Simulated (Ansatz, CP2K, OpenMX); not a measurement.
**AlFe: 3 runs at one level of theory**

```
CELL_PARAMETERS angstrom
2.91000 0.00000 0.00000
0.00000 2.91000 0.00000
0.00000 0.00000 2.91000
ATOMIC_POSITIONS crystal
Fe 0.50000 0.50000 0.50000
Al 0.00000 0.00000 0.00000
```

Alike in all runs: task band structure; functional LDA; k mesh 9 × 9 × 9; occupations fermi-dirac, width 0.05 eV; collinear spin, ferromagnetic start; no spin-orbit coupling. LDA stands for any of its common fits. Pressure is positive in compression and, in plane waves, holds the error of the finite cutoff.

```csv
program and potentials,plane-wave cutoff (eV),notes,pressure (GPa),net moment per atom (μB)
"CP2K, GTH_POTENTIALS Fe GTH-PADE-q16, Al GTH-PADE-q3; TZVP-MOLOPT-PBE-GTH basis",-,atomic basis,-16.40,0.35
"Ansatz, all-electron LAPW, scalar-relativistic",-,-,-16.54,0.31
"OpenMX, OpenMX 2013 LDA set, Fe6.0H-s3p2d2, Al7.0-s2p2d1, grid cutoff 500 Ry",-,atomic basis,-16.74,0.32
```

The pressure spans -16.74 (OpenMX, OpenMX 2013 LDA set, Fe6.0H-s3p2d2, Al7.0-s2p2d1, grid cutoff 500 Ry) to -16.40 GPa (CP2K, GTH_POTENTIALS Fe GTH-PADE-q16, Al GTH-PADE-q3; TZVP-MOLOPT-PBE-GTH basis), with all-electron results at -16.54. The net moment per atom spans 0.31 (Ansatz, all-electron LAPW, scalar-relativistic) to 0.35 μB (CP2K, GTH_POTENTIALS Fe GTH-PADE-q16, Al GTH-PADE-q3; TZVP-MOLOPT-PBE-GTH basis), with all-electron results at 0.31. The cell lies far from this level's equilibrium. The state is the one that the start led to, which needn't be the lowest. Rows in atomic bases carry the error of their basis and grid, which can be large.

The functional is the same throughout but for its coding, so the spread measures potentials, basis and numerics; runs on potential files found faulty are left out.
